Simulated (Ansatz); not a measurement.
# W: the cost of one run

Program: Ansatz 0.2.0. Level of theory: DFT PBE, scalar-relativistic, plane waves, PAW. These are calculated values, not measurements.

The COD cell was measured well above room temperature, so it is larger than a cold one.

4 further runs of the same task are left out: 1 that didn't finish, 3 set aside as unsound or not needed.

### 1 The structure to begin with

The structure is cubic, space group Im-3m (No. 229). Conventional cell: a = 3.184 Å, b = 3.184 Å, c = 3.184 Å, α = 90.00°, β = 90.00°, γ = 90.00°. Around W (site symmetry m-3m) lie 8 W at 2.76 Å.

Coordinates:

```
CELL_PARAMETERS angstrom
-1.59178 1.59178 1.59178
1.59178 -1.59178 1.59178
3.18356 3.18356 0.00000
ATOMIC_POSITIONS crystal
W 0.00000 0.00000 0.00000
W 0.50000 0.50000 0.50000
```

It is built from the cell relaxed beforehand with the same method (16.13 Å³/atom).

### 2 The reference cell

The cell is repeated 2 times, 2 atoms in all. The reference gives a free energy of -20769.6498 eV, pressure 0.09 GPa, largest force 0.000 eV/Å and gap on the mesh none (metal). It was computed beforehand with the settings of the runs below.

### 3 Next: a frozen normal mode

Mode 6 of the phonon run on this cell, counted from the lowest, is frozen in: each atom moves by x times its row below, so x is the largest displacement.

```
atom      ux      uy     uz
  W1   0.707   0.707  0.000
  W2  -0.707  -0.707  0.000
```

### 4 x = -0.200 Å

Contents of input.yaml:

```yaml
crystal:
  lattice:
    - [-1.5917793224, 1.5917793224, 1.5917793224]
    - [1.5917793224, -1.5917793224, 1.5917793224]
    - [3.1835586449, 3.1835586449, 0.0]
  atoms:
    - { symbol: W, position: [0.0, 0.0, -0.0444224128] }
    - { symbol: W, position: [0.5, 0.5, 0.5444224128] }
basis:
  ecutwfc: 420
kpoints:
  mp_grid: { grid: [22, 22, 14] }
hamiltonian:
  xc: pbe
scf:
  occupations: { method: gaussian, width: 0.15 }
output:
  forces: true
  stress: true
  eigenvalues: true
```

Run with:

```console
$ ansatz run input.yaml --threads 2 --pin off --max-ram 5120MiB --backend cpu --events-out ev --progress --plain --runs-dir out
```

Q: Estimate wall time and peak memory on 2 threads of AMD EPYC 7R43 (Zen 3), shared host.

About 9.5 s, with a peak of 0.79 GiB.
